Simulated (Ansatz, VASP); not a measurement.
## BN: VASP and Ansatz over several settings

```xyz
2
Lattice="1.2511 0.7223 3.3729 -1.2511 0.7223 3.3729 0.0000 -1.4447 3.3729" Properties=species:S:1:pos:R:3 pbc="T T T"
N     0.0000    0.0000    6.7517
B     0.0000    0.0000    0.0033
```

The cell is a database's computed one.

Single points on this cell with VASP 6.6.1 and Ansatz 0.2.0. Each row is one pair of runs. Alike in all rows: spin: off; k mesh: 12 × 12 × 12; VASP's potentials, cutoff: VASP PAW PBE potentials, release 64 (N, B), 520 eV; Ansatz's potentials, cutoff: Ansatz PAW, 420 eV.

| level | smearing | gap on the k mesh at the Fermi level (eV), VASP | gap on the k mesh at the Fermi level (eV), Ansatz | least direct gap on the mesh (eV), VASP | least direct gap on the mesh (eV), Ansatz | pressure (GPa), VASP | pressure (GPa), Ansatz |
| --- | --- | --- | --- | --- | --- | --- | --- |
| PBE | fermi-dirac, width 0.05 eV | 4.28 | 4.29 | 4.70 | 4.70 | 3.6 | 3.6 |
| PBE | gaussian, width 0.012 eV | 4.28 | 4.29 | 4.70 | 4.70 | 3.6 | 3.6 |
| PBE | gaussian, width 0.021 eV | 4.28 | 4.29 | 4.70 | 4.70 | 3.6 | 3.6 |
| PBE | gaussian, width 0.011 eV | 4.28 | 4.29 | 4.70 | 4.70 | 3.6 | 3.6 |
| PBE | gaussian, width 0.02 eV | 4.28 | 4.29 | 4.70 | 4.70 | 3.6 | 3.6 |
| PBE | gaussian, width 0.028 eV | 4.28 | 4.29 | 4.70 | 4.70 | 3.6 | 3.6 |
| PBE | gaussian, width 0.019 eV | 4.28 | 4.29 | 4.70 | 4.70 | 3.6 | 3.6 |
| PBE | gaussian, width 0.029 eV | 4.28 | 4.29 | 4.70 | 4.70 | 3.6 | 3.6 |

Gap on the k mesh at the fermi level (eV): the two programs differ by at most 0.007; least direct gap on the mesh (eV): the two programs differ by at most 0.003; pressure (GPa): the two programs differ by at most 0.07.

Caveats: the pressure holds a Pulay correction of +0.6 GPa for the finite cutoff (Ansatz).
